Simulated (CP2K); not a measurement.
# ZnS (F-43m) in CP2K: notebook

The runs below take ZnS through single point, equation of state, with LDA.

Program: CP2K 2026.2. These are calculated values, not measurements. Logs are shortened: lines on timing, memory, paths and dates and some standing lists are left out, and cuts for length are marked.

**Experimental background.**

From “Electronic, vibrational, and thermodynamic properties of ZnS (zincblende and rocksalt structure)”, 2009, arxiv:0911.5022, for a bulk crystal of ZnS: bulk modulus 76.9 GPa.

The results are compared with them further down.

## Step 1: The crystal as given

Symmetry: F-43m, No. 216, cubic system. Conventional cell: a = 5.404 Å, b = 5.404 Å, c = 5.404 Å, α = 90.00°, β = 90.00°, γ = 90.00°. Zn (site symmetry -43m) has 4 S at 2.34 Å as nearest neighbours. Around S (site symmetry -43m) lie 4 Zn at 2.34 Å.

## Step 2: Single point, LDA, 19.73 Å³/atom

File zns_eos.inp:

```
&GLOBAL
  PROJECT zns_eos
  RUN_TYPE ENERGY_FORCE
  PRINT_LEVEL LOW
&END GLOBAL
&FORCE_EVAL
  METHOD QS
  STRESS_TENSOR ANALYTICAL
  &DFT
    BASIS_SET_FILE_NAME BASIS_MOLOPT_UZH
    POTENTIAL_FILE_NAME GTH_POTENTIALS
    &MGRID
      CUTOFF 450
      REL_CUTOFF 60
      NGRIDS 5
    &END MGRID
    &QS
      METHOD GPW
      EPS_DEFAULT 1.0E-10
    &END QS
    &KPOINTS
      SCHEME MONKHORST-PACK 9 9 9
      GAMMA_CENTERED T
      SYMMETRY T
      SYMMETRY_BACKEND SPGLIB
    &END KPOINTS
    &SCF
      SCF_GUESS ATOMIC
      EPS_SCF 1.0E-6
      MAX_SCF 100
      ADDED_MOS 10
      CHOLESKY OFF
      EPS_EIGVAL 1.0E-7
      &DIAGONALIZATION ON
        ALGORITHM STANDARD
      &END DIAGONALIZATION
      &MIXING ON
        METHOD BROYDEN_MIXING
        ALPHA 0.4
        BETA 1.5
        NBUFFER 8
      &END MIXING
      &SMEAR ON
        METHOD FERMI_DIRAC
        ELECTRONIC_TEMPERATURE [K] 580.226
      &END SMEAR
    &END SCF
    &XC
      &XC_FUNCTIONAL
        &LDA_X
        &END LDA_X
        &LDA_C_PW
        &END LDA_C_PW
      &END XC_FUNCTIONAL
    &END XC
    &PRINT
      &KPOINTS ON
      &END KPOINTS
      &MULLIKEN ON
      &END MULLIKEN
      &MO ON
        ENERGIES T
        OCCUPATION_NUMBERS T
        &EACH
          QS_SCF 0
        &END EACH
        ADD_LAST NUMERIC
      &END MO
    &END PRINT
  &END DFT
  &SUBSYS
    &CELL
      A 3.8212050455 0.0000000000 0.0000000000
      B 1.9106025228 3.3092606425 0.0000000000
      C 1.9106025228 1.1030868808 3.1200008547
      PERIODIC XYZ
    &END CELL
    &COORD
      SCALED
      Zn  0.7500000000 0.7500000000 0.7500000000
      S   0.0000000000 0.0000000000 0.0000000000
    &END COORD
    &KIND Zn
      BASIS_SET TZVP-MOLOPT-PBE-GTH-q12
      POTENTIAL GTH-PADE-q12
    &END KIND
    &KIND S
      BASIS_SET TZVP-MOLOPT-PBE-GTH-q6
      POTENTIAL GTH-PADE-q6
    &END KIND
    &PRINT
      &ATOMIC_COORDINATES ON
      &END ATOMIC_COORDINATES
      &CELL ON
      &END CELL
    &END PRINT
  &END SUBSYS
  &PRINT
    &FORCES ON
    &END FORCES
    &STRESS_TENSOR ON
    &END STRESS_TENSOR
  &END PRINT
&END FORCE_EVAL
```

Potentials or basis: GTH_POTENTIALS Zn GTH-PADE-q12, S GTH-PADE-q6; TZVP-MOLOPT-PBE-GTH basis.

Started as:

```console
$ OMP_NUM_THREADS=2 cp2k.psmp -i zns_eos.inp -o zns_eos.out
```

zns_eos.out:

```text

 CP2K| version string:                                       CP2K version 2026.2
 CP2K| Input file name                                               zns_eos.inp

 GLOBAL| Force Environment number                                              1
 GLOBAL| Basis set file name                                    BASIS_MOLOPT_UZH
 GLOBAL| Potential file name                                      GTH_POTENTIALS
 GLOBAL| MM Potential file name                                     MM_POTENTIAL
 GLOBAL| Coordinate file name                                      __STD_INPUT__
 GLOBAL| Method name                                                        CP2K
 GLOBAL| Project name                                                    zns_eos
 GLOBAL| Run type                                                   ENERGY_FORCE
 GLOBAL| FFT library                                                       FFTW3
[... 5 lines left out ...]
 GLOBAL| Global print level                                                  LOW
 GLOBAL| Total number of message passing processes                             1
 GLOBAL| Number of threads for this process                                    2
 GLOBAL| CPU model name                                                  UNKNOWN

 CELL| Volume [angstrom^3]:                                            39.453545
 CELL| Vector a [angstrom]:       3.821     0.000     0.000   |a| =     3.821205
 CELL| Vector b [angstrom]:       1.911     3.309     0.000   |b| =     3.821205
 CELL| Vector c [angstrom]:       1.911     1.103     3.120   |c| =     3.821205
 CELL| Angle (b,c), alpha [degree]:                                    60.000000
 CELL| Angle (a,c), beta  [degree]:                                    60.000000
 CELL| Angle (a,b), gamma [degree]:                                    60.000000
 CELL| Numerically orthorhombic:                                              NO
 CELL| Periodicity                                                           XYZ

 CELL_REF| Volume [angstrom^3]:                                        39.453545
 CELL_REF| Vector a [angstrom     3.821     0.000     0.000   |a| =     3.821205
 CELL_REF| Vector b [angstrom     1.911     3.309     0.000   |b| =     3.821205
 CELL_REF| Vector c [angstrom     1.911     1.103     3.120   |c| =     3.821205
 CELL_REF| Angle (b,c), alpha [degree]:                                60.000000
 CELL_REF| Angle (a,c), beta  [degree]:                                60.000000
 CELL_REF| Angle (a,b), gamma [degree]:                                60.000000
 CELL_REF| Numerically orthorhombic:                                          NO
 CELL_REF| Periodicity                                                       XYZ
[... 10 lines left out ...]

  Total number of            - Atomic kinds:                                   2
                             - Atoms:                                          2
                             - Shell sets:                                     2
                             - Shells:                                        17
                             - Primitive Cartesian functions:                 10
[... 100 lines left out ...]
     1 NoMix/Diag. 0.40E+00    5.2     1.49797074       -70.8456717126 -7.08E+01
     2 Broy./Diag. 0.40E+00    3.6     0.03892305       -71.0313349750 -1.86E-01
     3 Broy./Diag. 0.40E+00    3.6     0.04305066       -70.7807613853  2.51E-01
     4 Broy./Diag. 0.40E+00    3.6     0.03793383       -70.7295542130  5.12E-02
     5 Broy./Diag. 0.40E+00    3.6     0.00586916       -70.7853517700 -5.58E-02
     6 Broy./Diag. 0.40E+00    3.6     0.00139304       -70.7828505655  2.50E-03
     7 Broy./Diag. 0.40E+00    3.6     0.00100809       -70.7652311616  1.76E-02
     8 Broy./Diag. 0.40E+00    3.6     0.00050576       -70.7632776956  1.95E-03
     9 Broy./Diag. 0.40E+00    3.7     0.00010095       -70.7676952786 -4.42E-03
    10 Broy./Diag. 0.40E+00    3.6     0.00006269       -70.7682253660 -5.30E-04
    11 Broy./Diag. 0.40E+00    3.7     0.00000418       -70.7678769302  3.48E-04
    12 Broy./Diag. 0.40E+00    3.6     0.00000175       -70.7678579610  1.90E-05
    13 Broy./Diag. 0.40E+00    3.6     0.00000037       -70.7678593128 -1.35E-06

  *** SCF run converged in    13 steps ***

  Electronic density on regular grids:        -17.9999999768        0.0000000232
  Core density on regular grids:               17.9999999982       -0.0000000018
  Total charge density on r-space grids:        0.0000000214
  Total charge density g-space grids:           0.0000000214

  Overlap energy of the core charge distribution:               0.00000000142371
  Self energy of the core charge distribution:               -103.82984772853666
  Core Hamiltonian energy:                                     30.56355231275979
  Hartree energy:                                              13.51546398490520
  Exchange-correlation energy:                                -11.01702788339323
  Electronic entropic energy:                                  -0.00000000000669
  Fermi energy:                                                 0.14380831120873

  Total energy:                                               -70.76785931284789
  Total energy (extrapolated to T->0):                        -70.76785931284455

 MO| EIGENVALUES AND OCCUPATION NUMBERS FOR K POINT 1
 MO|
 MO|  Index      Eigenvalue [a.u.]        Eigenvalue [eV]             Occupation
 MO|      1              -0.340876              -9.275717               2.000000
 MO|      2              -0.126057              -3.430173               2.000000
 MO|      3              -0.126056              -3.430170               2.000000
 MO|      4              -0.111164              -3.024928               2.000000
 MO|      5              -0.111164              -3.024922               2.000000
 MO|      6              -0.110823              -3.015655               2.000000
[... 347 lines left out ...]
 MO|     18               0.801698              21.815321               0.000000
 MO|     19               0.836766              22.769572               0.000000
 MO| Sum:                                                              18.000000
 MO| E(Fermi):            0.143808 a.u.          3.913223 eV
 MO| Band gap:            0.245750 a.u.          6.687190 eV

 [... the levels of further k-points ...]

 !-----------------------------------------------------------------------------!
                     Mulliken Population Analysis

 #  Atom  Element  Kind  Atomic population                           Net charge
       1     Zn       1         11.885800                              0.114200
       2     S        2          6.114200                             -0.114200
 # Total charge                             18.000000                 -0.000000

 !-----------------------------------------------------------------------------!

 ENERGY| Total FORCE_EVAL ( QS ) energy [hartree]            -70.767857601033825

 FORCES| Atomic forces [hartree/bohr]
 FORCES|   Atom     x               y               z               |f|
 FORCES|      1  1.50308991E-10 -6.79131456E-09 -8.01198002E-09   1.05041121E-08
 FORCES|      2 -9.92511582E-11  6.82181053E-09  8.03224935E-09   1.05386896E-08
 FORCES| Sum     5.10578332E-11  3.04959681E-11  2.02693268E-11
 FORCES| Total atomic force                                       6.28311389E-11

 STRESS| Analytical stress tensor [bar]
 STRESS|                        x                   y                   z
 STRESS|      x       -4.33957209558E+04  -2.01343871671E-03   6.04708978333E-02
 STRESS|      y       -2.01343871671E-03  -4.33957847813E+04   1.82413250325E-01
 STRESS|      z        6.04708978333E-02   1.82413250325E-01  -4.33955745813E+04
 STRESS| 1/3 Trace                                            -4.33956934395E+04
 STRESS| Determinant                                          -8.17221714172E+13

 STRESS| Eigenvectors and eigenvalues of the analytical stress tensor [bar]
 STRESS|                        1                   2                   3
 STRESS| Eigenvalues  -4.33958962611E+04  -4.33957250580E+04  -4.33954589994E+04
 STRESS|      x           0.185868043448      0.963226185684      0.194031919118
 STRESS|      y           0.839314376150     -0.258317188623      0.478355106641
 STRESS|      z          -0.510885944622     -0.073942851404      0.856462495568
```

Wall time 57 s (2 threads of Arm Neoverse V1, shared host); peak memory 0.34 GiB.

What came out:

```
Free energy            : -1925.6913 eV
Pressure               : -4.3 GPa
Band gap on the k mesh : 1.80 eV, direct
Mulliken charges       : Zn +0.11; S -0.11 e
```

Caveat: Mulliken charges move with the basis; the basis of atomic orbitals isn't converged, which shifts pressures, moduli and gaps.

## Step 3: Single point, LDA, 19.33 Å³/atom (volume scaled by 0.98)

zns_eos.inp, as its differences from that of step 2:

```diff
@@ -11,2 +11,3 @@
     POTENTIAL_FILE_NAME GTH_POTENTIALS
+    WFN_RESTART_FILE_NAME previous-RESTART.kp
     &MGRID
@@ -27,3 +28,3 @@
     &SCF
-      SCF_GUESS ATOMIC
+      SCF_GUESS RESTART
       EPS_SCF 1.0E-6
@@ -72,5 +73,5 @@
     &CELL
-      A 3.8212050455 0.0000000000 0.0000000000
-      B 1.9106025228 3.3092606425 0.0000000000
-      C 1.9106025228 1.1030868808 3.1200008547
+      A 3.7955586013 0.0000000000 0.0000000000
+      B 1.8977793007 3.2870501703 0.0000000000
+      C 1.8977793007 1.0956833901 3.0990606207
       PERIODIC XYZ
```

Potentials or basis: GTH_POTENTIALS Zn GTH-PADE-q12, S GTH-PADE-q6; TZVP-MOLOPT-PBE-GTH basis.

Started as:

```console
$ OMP_NUM_THREADS=2 cp2k.psmp -i zns_eos.inp -o zns_eos.out
```

Run time: 42 s. Hardware: 2 threads of Arm Neoverse V1, shared host; peak memory 0.34 GiB.

The run converged. Its results:

```
Free energy            : -1925.7092 eV
Pressure               : -2.9 GPa
Band gap on the k mesh : 1.89 eV, direct
Mulliken charges       : Zn +0.09; S -0.09 e
```

Caveat: Mulliken charges move with the basis; the basis of atomic orbitals isn't converged, which shifts pressures, moduli and gaps.

## Step 4: Single point, LDA, 20.12 Å³/atom (volume scaled by 1.02)

zns_eos.inp, as its differences from that of step 3:

```diff
@@ -73,5 +73,5 @@
     &CELL
-      A 3.7955586013 0.0000000000 0.0000000000
-      B 1.8977793007 3.2870501703 0.0000000000
-      C 1.8977793007 1.0956833901 3.0990606207
+      A 3.8465117767 0.0000000000 0.0000000000
+      B 1.9232558884 3.3311769146 0.0000000000
+      C 1.9232558884 1.1103923048 3.1406637142
       PERIODIC XYZ
```

Started as:

```console
$ OMP_NUM_THREADS=2 cp2k.psmp -i zns_eos.inp -o zns_eos.out
```

Run time: 42 s. Hardware: 2 threads of Arm Neoverse V1, shared host; peak memory 0.34 GiB.

It converged, with:

- Free energy: -1925.6667 eV
- Pressure: -5.6 GPa
- Band gap on the k mesh: 1.71 eV, direct
- Mulliken charges: Zn +0.13; S -0.13 e

Caveat: Mulliken charges move with the basis; the basis of atomic orbitals isn't converged, which shifts pressures, moduli and gaps.

## Step 5: Single point, LDA, 18.94 Å³/atom (volume scaled by 0.96)

zns_eos.inp, as its differences from that of step 4:

```diff
@@ -73,5 +73,5 @@
     &CELL
-      A 3.8465117767 0.0000000000 0.0000000000
-      B 1.9232558884 3.3311769146 0.0000000000
-      C 1.9232558884 1.1103923048 3.1406637142
+      A 3.7695608087 0.0000000000 0.0000000000
+      B 1.8847804044 3.2645354215 0.0000000000
+      C 1.8847804044 1.0881784738 3.0778335119
       PERIODIC XYZ
```

Started as:

```console
$ OMP_NUM_THREADS=2 cp2k.psmp -i zns_eos.inp -o zns_eos.out
```

Wall time 43 s (2 threads of Arm Neoverse V1, shared host); peak memory 0.34 GiB.

The run converged. Its results:

| Property | Result |
| --- | --- |
| Free energy | -1925.7195 eV |
| Pressure | -1.3 GPa |
| Band gap on the k mesh | 1.98 eV, direct |
| Mulliken charges | Zn +0.07; S -0.07 e |

Caveat: Mulliken charges move with the basis; the basis of atomic orbitals isn't converged, which shifts pressures, moduli and gaps.

## Step 6: Single point, LDA, 20.52 Å³/atom (volume scaled by 1.04)

zns_eos.inp, as its differences from that of step 5:

```diff
@@ -73,5 +73,5 @@
     &CELL
-      A 3.7695608087 0.0000000000 0.0000000000
-      B 1.8847804044 3.2645354215 0.0000000000
-      C 1.8847804044 1.0881784738 3.0778335119
+      A 3.8714898258 0.0000000000 0.0000000000
+      B 1.9357449129 3.3528085396 0.0000000000
+      C 1.9357449129 1.1176028465 3.1610582059
       PERIODIC XYZ
```

Potentials or basis: GTH_POTENTIALS Zn GTH-PADE-q12, S GTH-PADE-q6; TZVP-MOLOPT-PBE-GTH basis.

Started as:

```console
$ OMP_NUM_THREADS=2 cp2k.psmp -i zns_eos.inp -o zns_eos.out
```

Run time: 39 s. Hardware: 2 threads of Arm Neoverse V1, shared host; peak memory 0.34 GiB.

Results (log left out):

```yaml
Free_energy: -1925.6361 eV
Pressure: -6.8 GPa
Band_gap_on_the_k_mesh: 1.63 eV, direct
Mulliken_charges: Zn +0.15; S -0.15 e
```

Caveat: Mulliken charges move with the basis; the basis of atomic orbitals isn't converged, which shifts pressures, moduli and gaps.

## Step 7: Single point, LDA, 18.54 Å³/atom (volume scaled by 0.94)

zns_eos.inp, as its differences from that of step 6:

```diff
@@ -73,5 +73,5 @@
     &CELL
-      A 3.8714898258 0.0000000000 0.0000000000
-      B 1.9357449129 3.3528085396 0.0000000000
-      C 1.9357449129 1.1176028465 3.1610582059
+      A 3.7431993811 0.0000000000 0.0000000000
+      B 1.8715996906 3.2417057555 0.0000000000
+      C 1.8715996906 1.0805685851 3.0563094964
       PERIODIC XYZ
```

Started as:

```console
$ OMP_NUM_THREADS=2 cp2k.psmp -i zns_eos.inp -o zns_eos.out
```

Wall time 44 s (2 threads of Arm Neoverse V1, shared host); peak memory 0.31 GiB.

It converged, with:

```yaml
Free_energy: -1925.7212 eV
Pressure: 0.6 GPa
Band_gap_on_the_k_mesh: 2.07 eV, direct
Mulliken_charges: Zn +0.04; S -0.04 e
```

Caveat: Mulliken charges move with the basis; the basis of atomic orbitals isn't converged, which shifts pressures, moduli and gaps.

## Step 8: Single point, LDA, 20.91 Å³/atom (volume scaled by 1.06)

zns_eos.inp, as its differences from that of step 7:

```diff
@@ -73,5 +73,5 @@
     &CELL
-      A 3.7431993811 0.0000000000 0.0000000000
-      B 1.8715996906 3.2417057555 0.0000000000
-      C 1.8715996906 1.0805685851 3.0563094964
+      A 3.8961496615 0.0000000000 0.0000000000
+      B 1.9480748308 3.3741645838 0.0000000000
+      C 1.9480748308 1.1247215279 3.1811928774
       PERIODIC XYZ
```

Started as:

```console
$ OMP_NUM_THREADS=2 cp2k.psmp -i zns_eos.inp -o zns_eos.out
```

Run time: 43 s. Hardware: 2 threads of Arm Neoverse V1, shared host; peak memory 0.33 GiB.

It converged, with:

```
Free energy            : -1925.6001 eV
Pressure               : -7.8 GPa
Band gap on the k mesh : 1.55 eV, direct
Mulliken charges       : Zn +0.17; S -0.17 e
```

Caveat: Mulliken charges move with the basis; the basis of atomic orbitals isn't converged, which shifts pressures, moduli and gaps.

## Step 9: Equation of state, LDA

Potentials or basis: GTH_POTENTIALS Zn GTH-PADE-q12, S GTH-PADE-q6; TZVP-MOLOPT-PBE-GTH basis.

This step only gathers the single runs of the series.

What came out:

| Quantity | Value |
| --- | --- |
| Equilibrium volume | 18.67 Å³/atom |
| Bulk modulus | 89 GPa |
| Pressure derivative of the bulk modulus | 4.6 |

Energy against volume, from the lowest point:
| volume (Å³/atom) | energy (meV/atom) |
| --- | --- |
| 18.543 | 0.00 |
| 18.938 | 0.84 |
| 19.332 | 5.98 |
| 19.727 | 14.92 |
| 20.121 | 27.22 |
| 20.516 | 42.54 |
| 20.910 | 60.55 |

Caveat: the basis of atomic orbitals isn't converged, which shifts pressures, moduli and gaps.

## Step 10: Against experiment

Step 9. Measured bulk modulus of ZnS: 76.9 GPa (quoted in “Electronic, vibrational, and thermodynamic properties of ZnS (zincblende and rocksalt structure)”, 2009, arxiv:0911.5022). This calculation gives 89 GPa (+15.8 %). The fit is for a static lattice scaled at fixed shape and fixed fractional positions.
